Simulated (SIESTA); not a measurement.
Crystal: MoS2.

```
CELL_PARAMETERS angstrom
1.58000 0.91221 6.15000
-1.58000 0.91221 6.15000
0.00000 -1.82443 6.15000
ATOMIC_POSITIONS crystal
Mo 0.00000 0.00000 0.00000
S 0.41700 0.41700 0.41700
S 0.25000 0.25000 0.25000
```

Measurements of this composition are mostly on another form, of space group No. 194.

* Program: SIESTA 5.4.2
* Task: single point
* Functional: PBE
* Potentials or basis: PseudoDojo 0.4 standard (PBE files)
* Basis: DZP (energy shift 0.003 Ry; two zetas on semicore shells)
* Grid cutoff: 800 Ry
* Energy shift: 0.003 Ry
* k mesh: 10 × 10 × 10
* Occupations: fermi-dirac, width 0.05 eV
* Spin: no spin polarisation

On this cell: pressure 8.3 GPa; largest force 0.964 eV/Å; band gap on the k mesh 1.01 eV, indirect (least direct gap 1.99 eV).

The same run follows on a disturbed copy (atoms moved at random, drawn with an rms of 0.05 Å):

```xyz
3
Lattice="1.5800 0.9122 6.1500 -1.5800 0.9122 6.1500 0.0000 -1.8244 6.1500" Properties=species:S:1:pos:R:3 pbc="T T T"
Mo    0.0102   -0.0081   -0.0121
S    -0.0599   -0.0380    7.7439
S    -0.0031   -0.0316    4.5895
```

**Question.** What changes?

**Answer.** The energy moves by +1.4 meV/atom; pressure 4.8 GPa; largest force 1.257 eV/Å; band gap on the k mesh 0.95 eV, indirect (least direct gap 1.97 eV).

Forces in eV/Å, atoms in the order of the input:
```
Mo  -0.798 -0.526  0.817
S    0.629  0.259 -0.207
S    0.169  0.266 -0.610
```

Stress tensor (GPa, compression positive):
```
 4.67 -0.82  2.13
-0.82  5.80  0.01
 2.13  0.01  3.93
```

Caveats: the basis of atomic orbitals isn't converged, which shifts pressures, moduli and gaps.

A k mesh can miss the band edges.
